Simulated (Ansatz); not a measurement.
Below is a relaxed structure of PbO2. The cell was found from a structure generator's guess, not taken from experiment.

These are results of DFT PBE, scalar-relativistic, plane waves, PAW (Ansatz 0.2.0), not measurements. Cutoff 420 eV, Γ-centred mesh, Gaussian smearing, no spin polarisation.

```
Pb O
1.0
     2.71170   -2.73028    0.00000
     2.71170    2.73028    0.00000
     0.00000    0.00000    5.38420
Pb O
2 4
Direct
  0.00000 0.00000 0.00000
  0.50000 0.50000 0.50000
  0.52996 0.97004 0.25000
  0.97004 0.52996 0.75000
  0.47004 0.02996 0.75000
  0.02996 0.47004 0.25000
```

The zero of energy is the elements' standard structures at the same level (O₂ as a molecule); no fitted shifts are applied.

Q: What space group does it have?

A: Cmce (No. 64). Conventional cell: a = 5.423 Å, b = 5.461 Å, c = 5.384 Å. Pb has 4 O at 2.26 Å and 4 O at 2.45 Å; O is surrounded by 2 Pb at 2.26 Å, 2 Pb at 2.45 Å and 6 O at 2.71–2.73 Å.

Q: How far does it lie from the elements in energy?

A: −0.69 eV/atom. Whether it is stable depends on the other phases of the system, which aren't compared here.

Q: Is it a metal?

A: There is no gap on the 10×10×8 mesh, but valence and conduction bands overlap by only 0.18 eV, so at this level it is a semimetal.

The last run used a 10×10×8 mesh (in the run's order of axes) for its 6-atom cell and Gaussian smearing of 0.10 eV. Spin–orbit coupling, which can matter for Pb, is left out. The zero gap may come from the functional, which often closes small gaps. A structure relaxed within its symmetry needn't be a true minimum.
